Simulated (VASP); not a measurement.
# TlCl (Pm-3m) in VASP: single point with PBE+D3(BJ)

Aim: the single point of TlCl with PBE+D3(BJ).

Program: VASP 6.6.1. These are calculated values, not measurements. Logs are shortened: lines on timing, memory, paths and dates and some standing lists are left out, and cuts for length are marked.

## Step 1: The crystal as given

Symmetry: Pm-3m, No. 221, cubic system. The conventional cell has a = 3.834 Å, b = 3.834 Å, c = 3.834 Å, α = 90.00°, β = 90.00°, γ = 90.00°. Tl (site symmetry m-3m) is surrounded by 8 Cl at 3.32 Å. Around Cl (site symmetry m-3m) lie 8 Tl at 3.32 Å.

## Step 2: Single point, PBE+D3(BJ)

File INCAR:

```
PREC = Accurate
ENCUT = 520
EDIFF = 1E-7
ISMEAR = 0
SIGMA = 0.05
LREAL = F
LASPH = T
NELM = 100
ALGO = Fast
ISIF = 2
LWAVE = F
LCHARG = F
GGA = PE
IVDW = 12
NBANDS = 17
```

File KPOINTS:

```
Automatic mesh
0
Gamma
  8 8 8
```

File POSCAR:

```
TlCl
1.0
    3.8340000000      0.0000000000      0.0000000000
    0.0000000000      3.8340000000      0.0000000000
    0.0000000000      0.0000000000      3.8340000000
Tl Cl
1 1
Direct
    0.0000000000      0.0000000000      0.0000000000
    0.5000000000      0.5000000000      0.5000000000
```

Potentials or basis: VASP PAW PBE potentials, release 64 (Tl_d, Cl).

Started as:

```sh
> cat potpaw_PBE.64/Tl_d/POTCAR potpaw_PBE.64/Cl/POTCAR > POTCAR
> mpirun -np 1 vasp_std > vasp.out
```

OUTCAR:

```text
PREC = Accurate
   ENCUT = 520
   EDIFF = 1E-7
   ISMEAR = 0
   LREAL = F
   LASPH = T
   NELM = 100
   ISIF = 2
   GGA = PE
   IVDW = 12
 IVDW          = 12

 ion  position               nearest neighbor table
   1  0.000  0.000  0.000-   2 3.32   2 3.32   2 3.32   2 3.32   2 3.32   2 3.32   2 3.32   2 3.32

   2  0.500  0.500  0.500-   1 3.32   1 3.32   1 3.32   1 3.32   1 3.32   1 3.32   1 3.32   1 3.32

  LATTYP: Found a simple cubic cell.
 ALAT       =     3.8340000000

  Lattice vectors:

 A1 = (   3.8340000000,   0.0000000000,   0.0000000000)
 A2 = (   0.0000000000,   3.8340000000,   0.0000000000)
 A3 = (   0.0000000000,   0.0000000000,   3.8340000000)

Analysis of symmetry for initial positions (statically):
=====================================================================
 Subroutine PRICEL returns:
 Original cell was already a primitive cell.

 Routine SETGRP: Setting up the symmetry group for a
 simple cubic supercell.

 Subroutine GETGRP returns: Found 48 space group operations
 (whereof 48 operations were pure point group operations)
 out of a pool of 48 trial point group operations.

The static configuration has the point symmetry O_h .

Analysis of symmetry for dynamics (positions and initial velocities):
=====================================================================
 Subroutine PRICEL returns:
 Original cell was already a primitive cell.

 Routine SETGRP: Setting up the symmetry group for a
 simple cubic supercell.

 Subroutine GETGRP returns: Found 48 space group operations
 (whereof 48 operations were pure point group operations)
 out of a pool of 48 trial point group operations.

The dynamic configuration has the point symmetry O_h .

 Subroutine INISYM returns: Found 48 space group operations
 (whereof 48 operations are pure point group operations),
 and found     1 'primitive' translations

----------------------------------------------------------------------------------------

                                     Primitive cell

  volume of cell :      56.3581

  direct lattice vectors                    reciprocal lattice vectors
     3.834000000  0.000000000  0.000000000     0.260824204  0.000000000  0.000000000
     0.000000000  3.834000000  0.000000000     0.000000000  0.260824204  0.000000000
     0.000000000  0.000000000  3.834000000     0.000000000  0.000000000  0.260824204

  length of vectors
[... 81 lines left out ...]
   NELM   =    100;   NELMIN=  2; NELMDL= -5     # of ELM steps
   EDIFF  = 0.1E-06   stopping-criterion for ELM
   LREAL  =      F    real-space projection
   EDIFFG = 0.1E-05   stopping-criterion for IOM
   NSW    =      0    number of steps for IOM
   IBRION =     -1    ionic relax: 0-MD 1-quasi-New 2-CG
   NFREE  =      0    steps in history (QN), initial steepest desc. (CG)
   ISIF   =      2    stress and relaxation
   ISYM   =      2    0-nonsym 1-usesym 2-fastsym
   POTIM  = 0.5000    time-step for ionic-motion
   TEBEG  =    0.0;   TEEND  =   0.0 temperature during run
   PSTRESS=    0.0 pullay stress
   NELECT =      20.0000    total number of electrons
   NUPDOWN=      -1.0000    fix difference up-down
   EMIN   =  10.00;   EMAX   =-10.00  energy-range for DOS
   EFERMI =   0.00;   METHOD = LEGACY
   ISMEAR =     0;   SIGMA  =   0.05  broadening in eV -4-tet -1-fermi 0-gaus
   EFERMI_NEDOS =   21; number of points for ismear=-14 and -15
   IALGO  =     68    algorithm
   IMIX   =      4    mixing-type and parameters
     AMIX     =   0.40;   BMIX     =  1.00
     AMIX_MAG =   1.60;   BMIX_MAG =  1.00
  volume/ion in A,a.u.               =      28.18       190.16
  Fermi-wavevector in a.u.,A,eV,Ry     =   1.159043  2.190273 18.277790  1.343380
  Thomas-Fermi vector in A             =   2.295639
   LORBIT       =      0    0 simple, 1 ext, 2 COOP (PROOUT), +10 PAW based schemes
   GGA     = PE    functional components
   LHFCALC =     F    Hartree Fock is set to
   AEXX    =    0.0000 exact exchange contribution
   IVDW    =    12    specifies the selected vdW correction
   LEPSILON=     F    determine dielectric tensor
   LRPA    =     F    only Hartree local field effects (RPA)
 non-spin polarized calculation
 RMM-DIIS sequential band-by-band and
 Gauss-broadening in eV      SIGMA  =   0.05
  energy-cutoff  :      520.00
  volume of cell :       56.36
 maximum number of plane-waves:      1568
 NGX is ok and might be reduce to    30
   NGX = 15   NGY = 15   NGZ = 15

 number of electron      20.0000005 magnetization

 Free energy of the ion-electron system (eV)
  ---------------------------------------------------
  ext. energy  EPLUGINS =         0.00000000
  ---------------------------------------------------
  free energy    TOTEN  =        -6.00444285 eV

  energy without entropy =       -6.00444285  energy(sigma->0) =       -6.00444285

 E-fermi :   2.9953     XC(G=0):  -9.1382

 val. band max:        2.7174242326   @ k =   0.5000   0.0000   0.0000
 cond. band min:       4.7997459750   @ k =   0.5000   0.0000   0.0000
 fundamental gap:      2.0823217424
 Fermi energy:         2.9953243325

 k-point     1 :       0.0000    0.0000    0.0000
  band No.  band energies     occupation
      1     -11.0642      2.00000
      2      -7.2197      2.00000
      3      -7.2197      2.00000
      4      -6.9746      2.00000
      5      -6.9746      2.00000
      6      -6.9746      2.00000
[... 457 lines left out ...]
      4      -7.0413      2.00000
      5      -7.0130      2.00000
      6      -6.9330      2.00000
[... 9 lines left out ...]
     16      14.3436      0.00000
     17      16.5500      0.00000

 [... further k-points ...]

------------------------ aborting loop because EDIFF is reached ----------------------------------------

 Edisp (eV)   -0.51019

 E8    (eV) :    -0.2332

  FORCE on cell =-STRESS in cart. coord.  units (eV):
  Direction    XX          YY          ZZ          XY          YZ          ZX
  --------------------------------------------------------------------------------------
  -------------------------------------------------------------------------------------
  Total       0.13216     0.13216     0.13216     0.00000     0.00000     0.00000
  in kB       3.75702     3.75702     3.75702     0.00000     0.00000     0.00000
  external pressure =        3.76 kB  Pullay stress =        0.00 kB

 VOLUME and BASIS-vectors are now :
 -----------------------------------------------------------------------------
  energy-cutoff  :      520.00
  volume of cell :       56.36
      direct lattice vectors                 reciprocal lattice vectors
     3.834000000  0.000000000  0.000000000     0.260824204  0.000000000  0.000000000
     0.000000000  3.834000000  0.000000000     0.000000000  0.260824204  0.000000000
     0.000000000  0.000000000  3.834000000     0.000000000  0.000000000  0.260824204

 POSITION                                       TOTAL-FORCE (eV/Angst)
 -----------------------------------------------------------------------------------
      0.00000      0.00000      0.00000         0.000000      0.000000      0.000000
      1.91700      1.91700      1.91700         0.000000      0.000000      0.000000
 -----------------------------------------------------------------------------------
    total drift:                                0.000000      0.000000     -0.000000

  FREE ENERGIE OF THE ION-ELECTRON SYSTEM (eV)
  ---------------------------------------------------
  free  energy   TOTEN  =        -6.5146293894 eV

  energy  without entropy=       -6.5146293894  energy(sigma->0) =       -6.51462939
```

OSZICAR:

```text
N       E                     dE             d eps       ncg     rms          rms(c)
DAV:   1     0.101365200106E+03    0.10137E+03   -0.99827E+03  1222   0.104E+03
DAV:   2    -0.226956940795E+01   -0.10363E+03   -0.99915E+02  1442   0.234E+02
DAV:   3    -0.638308555100E+01   -0.41135E+01   -0.41026E+01  1385   0.405E+01
DAV:   4    -0.641280922353E+01   -0.29724E-01   -0.29719E-01  1539   0.400E+00
DAV:   5    -0.641318306028E+01   -0.37384E-03   -0.37383E-03  1463   0.439E-01    0.323E+00
RMM:   6    -0.603413459144E+01    0.37905E+00   -0.40455E-01  1243   0.254E+00    0.205E+00
RMM:   7    -0.600678728766E+01    0.27347E-01   -0.94614E-02  1269   0.117E+00    0.135E+00
RMM:   8    -0.600713012745E+01   -0.34284E-03   -0.27901E-02  1313   0.110E+00    0.507E-01
RMM:   9    -0.600488295518E+01    0.22472E-02   -0.18875E-03  1367   0.275E-01    0.314E-01
RMM:  10    -0.600439259608E+01    0.49036E-03   -0.18228E-03  1357   0.194E-01    0.326E-02
RMM:  11    -0.600446138604E+01   -0.68790E-04   -0.26035E-04  1389   0.789E-02    0.581E-02
RMM:  12    -0.600445234146E+01    0.90446E-05   -0.24483E-05  1412   0.332E-02    0.343E-02
RMM:  13    -0.600444520962E+01    0.71318E-05   -0.93267E-06  1368   0.191E-02    0.169E-02
RMM:  14    -0.600444277956E+01    0.24301E-05   -0.73084E-06  1329   0.144E-02    0.297E-03
RMM:  15    -0.600444285102E+01   -0.71464E-07   -0.39607E-07  1169   0.431E-03
   1 F= -.65146294E+01 E0= -.65146294E+01  d E =-.634290E-17
```

Run time: 33 s. Hardware: 1 thread of Intel Xeon Platinum 8259CL at 2.50GHz (Skylake/Cascade Lake), shared host; peak memory 0.19 GiB.

Results:

| Quantity | Value |
| --- | --- |
| Free energy | -6.5146 eV |
| Pressure | 0.4 GPa |
| Band gap on the k mesh | 2.08 eV, direct |
| Dispersion energy per atom | -0.255 eV |

Caveat: spin-orbit coupling is left out, which as a rule narrows the gap of such compounds by several tenths of an eV. A k mesh can miss the band edges.
